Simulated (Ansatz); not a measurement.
Theory: DFT PBE, scalar-relativistic, plane waves, PAW (Ansatz). Settings: cutoff 420 eV, Γ-centred meshes spaced at most about 0.3 Å⁻¹, and about 0.25 Å⁻¹ or finer for metals (2π included), Gaussian smearing. No spin polarisation.

These are static total energies at zero pressure.

Two relaxed structures of SiGe7:

A.

```yaml
crystal:
  lattice:
    - [5.71845, 0.00000, 0.00000]
    - [0.00000, 5.71845, 0.00000]
    - [0.00000, 0.00000, 5.71845]
  atoms:
    - { symbol: Si, position: [0.00000, 0.00000, 0.00000] }
    - { symbol: Ge, position: [0.75330, 0.75330, 0.24670] }
    - { symbol: Ge, position: [0.75330, 0.24670, 0.75330] }
    - { symbol: Ge, position: [0.50000, 0.50000, 0.00000] }
    - { symbol: Ge, position: [0.24670, 0.75330, 0.75330] }
    - { symbol: Ge, position: [0.50000, 0.00000, 0.50000] }
    - { symbol: Ge, position: [0.24670, 0.24670, 0.24670] }
    - { symbol: Ge, position: [0.00000, 0.50000, 0.50000] }
```

B.

```yaml
crystal:
  lattice:
    - [4.04442, 2.33505, 6.60249]
    - [-4.04442, 2.33505, 6.60249]
    - [0.00000, -4.67009, 6.60249]
  atoms:
    - { symbol: Si, position: [0.93912, 0.93912, 0.93912] }
    - { symbol: Si, position: [0.06088, 0.06088, 0.06088] }
    - { symbol: Ge, position: [0.93766, 0.43744, 0.43744] }
    - { symbol: Ge, position: [0.06089, 0.06089, 0.56745] }
    - { symbol: Ge, position: [0.56256, 0.56256, 0.56256] }
    - { symbol: Ge, position: [0.43744, 0.93766, 0.43744] }
    - { symbol: Ge, position: [0.43744, 0.43744, 0.93766] }
    - { symbol: Ge, position: [0.56745, 0.06089, 0.06089] }
    - { symbol: Ge, position: [0.06089, 0.56745, 0.06089] }
    - { symbol: Ge, position: [0.06234, 0.56256, 0.56256] }
    - { symbol: Ge, position: [0.93911, 0.43255, 0.93911] }
    - { symbol: Ge, position: [0.43744, 0.43744, 0.43744] }
    - { symbol: Ge, position: [0.56256, 0.56256, 0.06234] }
    - { symbol: Ge, position: [0.93911, 0.93911, 0.43255] }
    - { symbol: Ge, position: [0.56256, 0.06234, 0.56256] }
    - { symbol: Ge, position: [0.43255, 0.93911, 0.93911] }
```

Question: Which form is favoured at zero pressure, and by what margin per atom?

Answer: They are level within the accuracy (under 1 meV/atom apart). A has Si and Ge ordered on diamond sites, space group P-43m (No. 215), 23.4 Å³/atom and no gap on its mesh; B has Si and Ge ordered on diamond sites, space group R-3m (No. 166), 23.4 Å³/atom and no gap. Counting Ge atoms around Si (those within 1.25 times the shortest such distance or 1.15 times the sum of covalent radii), A has Si 4 and B has Si 3. In A, Si is surrounded by 4 Ge at 2.44 Å; Ge on a site of symmetry 3m is surrounded by 1 Si at 2.44 Å and 3 Ge at 2.49 Å; Ge on a site of symmetry -42m has 4 Ge at 2.49 Å. In B, Si has 1 Si at 2.41 Å and 3 Ge at 2.45 Å; Ge on a site of symmetry m has 4 Ge at 2.48–2.49 Å; around Ge on a second site of symmetry m lie 1 Si at 2.45 Å and 3 Ge at 2.49–2.50 Å; 1 more site not described. Both come from invented guesses.

The k mesh leaves some 4 meV/atom of noise in the energy of each metallic cell. The zero gap of P-43m, R-3m may come from the functional, which often closes small gaps. Cells relaxed within their symmetry can be saddle points.
